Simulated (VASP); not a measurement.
Wanted: an ASE script for a VASP 6.6.1 run.

```
Task                   : relaxation of cell and atoms
Functional             : rev-vdW-DF2
Potentials or basis    : VASP PAW PBE potentials, release 64 (Rb_sv)
Cutoff                 : 600 eV
k mesh                 : 7 × 7 × 7
Occupations            : methfessel-paxton, width 0.1 eV
Spin                   : no spin polarisation
Optimiser              : vasp
Further INCAR settings : ALGO = Fast; EDIFF = 1.00e-07; IBRION = 2; EDIFFG = -1.00e-02; NSW = 60; ISIF = 3
```

The structure of Rb lies in POSCAR:

```
Rb
1.0
   -2.9545118615      2.9545118615      2.7308451955
    2.9545118615     -2.9545118615      2.7308451955
    2.9545118615      2.9545118615     -2.7308451955
Rb
1
Direct
    0.0000000000      0.0000000000      0.0000000000
```

This isn't the form of Rb at room conditions, which is bcc.

The input as run:

run.py

```python
from ase.calculators.vasp import Vasp
from ase.io import read

atoms = read('POSCAR')
calc = Vasp(
    directory='calc',
    xc='rev-vdw-df2',
    pp='PBE',
    setups='recommended',
    prec='Accurate',
    encut=600,
    ediff=1e-07,
    ismear=1,
    sigma=0.1,
    lreal=False,
    lasph=True,
    nelm=60,
    algo='Fast',
    isif=3,
    lwave=False,
    lcharg=False,
    ibrion=2,
    nsw=60,
    ediffg=-0.01,
    kpts=[7, 7, 7],
    gamma=True,
)
atoms.calc = calc

print('energy (eV):', atoms.get_potential_energy())
print('free energy (eV):', atoms.get_potential_energy(force_consistent=True))
print('forces (eV/A):')
print(atoms.get_forces())
print('stress (eV/A^3, Voigt):', atoms.get_stress())
print('Fermi level (eV):', calc.get_fermi_level())
print('cell (A, degrees):', atoms.cell.cellpar())
print('volume (A^3):', atoms.get_volume())
print('scaled positions:')
print(atoms.get_scaled_positions())
```

Potentials or basis: VASP PAW PBE potentials, release 64 (Rb_sv).

The run is started by

```sh
$ python run.py
```

It gave:

```
Relaxed volume                         : 85.66 Å³/atom
Relaxed cell                           : a = 4.829 Å, b = 4.829 Å, c = 4.829 Å, α = 106.00°, β = 106.00°, γ = 116.65°
Space group after relaxing (to 0.05 Å) : I4/mmm (No. 139)
Energy gained by relaxing              : 10.8 meV/atom
Ionic steps                            : 13
Pressure after relaxing                : 0.0 GPa
Band gap on the k mesh                 : none (metal or under the smearing width)
```

Caveat: the PAW data sets were made with another functional, which shifts forces and pressure a little.

It took 21 min on 1 thread of Intel(R) Xeon(R) Platinum 8559C (Emerald Rapids), with other jobs on the host, peak memory 0.58 GiB.
